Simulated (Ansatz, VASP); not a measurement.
## One calculation of Cs3Cl2, two programs

```
CELL_PARAMETERS angstrom
6.66546 0.00000 0.00000
0.00000 6.66546 0.00000
0.00000 0.00000 6.66546
ATOMIC_POSITIONS crystal
Cs 0.00000 0.50000 0.50000
Cs 0.50000 0.00000 0.50000
Cs 0.50000 0.50000 0.00000
Cl 0.00000 0.00000 0.00000
Cl 0.50000 0.50000 0.50000
```

Alike in both runs: task relaxation of cell and atoms; functional PBE; k mesh 6 × 6 × 6; occupations gaussian, width 0.1 eV; no spin polarisation.

|  | VASP | Ansatz |
| --- | --- | --- |
| version | VASP 6.6.1 | Ansatz 0.2.0 |
| potentials or method | VASP PAW PBE potentials, release 64 (Cs_sv, Cl) | scalar-relativistic, plane waves, PAW |
| plane-wave cutoff (eV) | 600 | 420 |
| valence electrons in the cell | 41 | 41 |

```csv
,VASP,Ansatz,Ansatz less VASP
"gap on the k mesh at the Fermi level, each at its own relaxed structure (eV)",none,none,-
relaxed volume (Å³/atom),62.97,62.55,-0.415
relaxed cell length with the largest relative difference (Å),6.803,6.788,-0.0150
energy change over the relaxation (meV/atom),-5,-4,+0.3
```

A gap of «none» marks a metal or a gap that the smearing closes.

Caveats: an odd number of electrons without spin polarisation forces a metal; a magnetic or distorted state may lie lower. The runs have no spin-orbit coupling, so splittings on Cs are missing.
